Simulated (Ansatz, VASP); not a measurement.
## Ag: VASP beside Ansatz

```
Ag
1.0
     2.93682    0.00000    0.00000
    -1.46841    2.54336    0.00000
     0.00000    0.00000    9.56351
Ag
4
Direct
  0.33333 0.66667 0.25000
  0.66667 0.33333 0.75000
  0.00000 0.00000 0.00000
  0.00000 0.00000 0.50000
```

This isn't the form of Ag at room conditions, which is fcc.

Alike in both runs: functional PBE; k mesh 18 × 18 × 4; occupations gaussian, width 0.1 eV; no spin polarisation.

Ansatz relaxed the structure, and its values are those at the end. VASP's run is a single point on that final structure, the one shown.

|  | VASP | Ansatz |
| --- | --- | --- |
| version | VASP 6.6.1 | Ansatz 0.2.0 |
| potentials or method | VASP PAW PBE potentials, release 64 (Ag) | scalar-relativistic, plane waves, PAW |
| plane-wave cutoff (eV) | 520 | 420 |
| valence electrons in the cell | 44 | 76 |

|  | VASP | Ansatz | Ansatz less VASP |
| --- | --- | --- | --- |
| gap on the k mesh at the Fermi level (eV) | none | none | - |
| pressure (GPa) | -0.1 | 0.0 | +0.09 |

A gap of «none» marks a metal or a gap that the smearing closes. The two sets of potentials don't hold the same shells in valence.
